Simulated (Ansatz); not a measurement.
# In: a relaxation

Aim: a sound relaxation of In.

Computed with Ansatz 0.2.0 (DFT, PBEsol, PAW with Ansatz's default frozen-core files, scalar-relativistic; relaxation of cell and atoms, unless a step's input says otherwise).

### Step 1. The structure to begin with

Symmetry: I4/mmm, No. 139, tetragonal system. The conventional cell has a = 3.251 Å, b = 3.251 Å, c = 4.947 Å, α = 90.00°, β = 90.00°, γ = 90.00°. In (site symmetry 4/mmm) is surrounded by 12 In at 3.25 to 3.38 Å.

The input asks for a charge of -4 e on the cell.

As a file:

```
In
1.0
    -1.62547    1.62547    2.47370
     1.62547   -1.62547    2.47370
     1.62547    1.62547   -2.47370
In
1
Direct
  0.00000 0.00000 0.00000
```

### Step 2. Running it

Input file input.yaml:

```yaml
crystal:
  lattice:
    - [-1.62547, 1.62547, 2.4737]
    - [1.62547, -1.62547, 2.4737]
    - [1.62547, 1.62547, -2.4737]
  atoms:
    - { symbol: In, position: [0.0, 0.0, 0.0] }
kpoints:
  mp_grid: { grid: [16, 16, 16] }
scf:
  occupations: { method: fermi_dirac, width: 0.05 }
  max_iter: 60
hamiltonian:
  xc: pbesol
  pseudopotentials: { kind: paw }
relax:
  f_tol: 0.002
  max_steps: 80
  cell: {}
output:
  forces: true
  stress: true
  write_density: true
  write_potential: true
  elf: true
  volumetric_format: npy
total_charge: -4
```

Started as:

```
ansatz run input.yaml --threads 1 --pin off --max-ram 3072MiB --backend cpu --events-out ev --progress --plain --runs-dir out
```

**Question.** How will this run end, and is anything wrong with its input?

This run ends as converged. Convergence says nothing about whether the input makes sense.

In the input, total_charge is -4. The typed charge changes the electron count, so this is no longer the system that was meant.

Run again and compare: delete total_charge (the default then holds).
